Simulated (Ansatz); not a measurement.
# NaCl: the gap against volume

NaCl, Fm-3m, a = 5.694 Å. Ansatz: PBE, PAW, 420 eV, Γ-centred 8×8×8 mesh on 2 atoms, Gaussian smearing 0.02 eV; no spin polarisation. Symmetry fixes shape and atoms, so the cell is only scaled; x = ln(V/V0) with V0 = 23.078 Å³/atom. The gap is read at the mesh points alone.

| x | gap y (eV) |
| --- | --- |
| -0.0619 | 5.239 |
| -0.0305 | ? |
| 0.0000 | 4.999 |
| 0.0296 | 4.891 |
| 0.0583 | 4.791 |

Problem. Fit a straight line to the other rows, give the volume deformation potential of the gap and its pressure coefficient, and predict the missing gap. B0 = 23.6 GPa.

Solution. Means x = 0.006500, y = 4.9800; Σ(Δx)² = 0.007938, ΣΔxΔy = -0.02969; the slope is their ratio. y = 5.0043 − 3.7398 x. The slope is the deformation potential a = dE_g/d ln V = -3.74 eV, and dE_g/dP = −a/B0 = 158 meV/GPa. At x = -0.0305 the fit asked for gives 5.118 eV. The run gave 5.114 eV, so the fit is 0.004 eV too high, within the rms miss on the fitted rows (0.004 eV).

Semilocal functionals give gaps under the measured ones; changes of the gap mostly carry over better.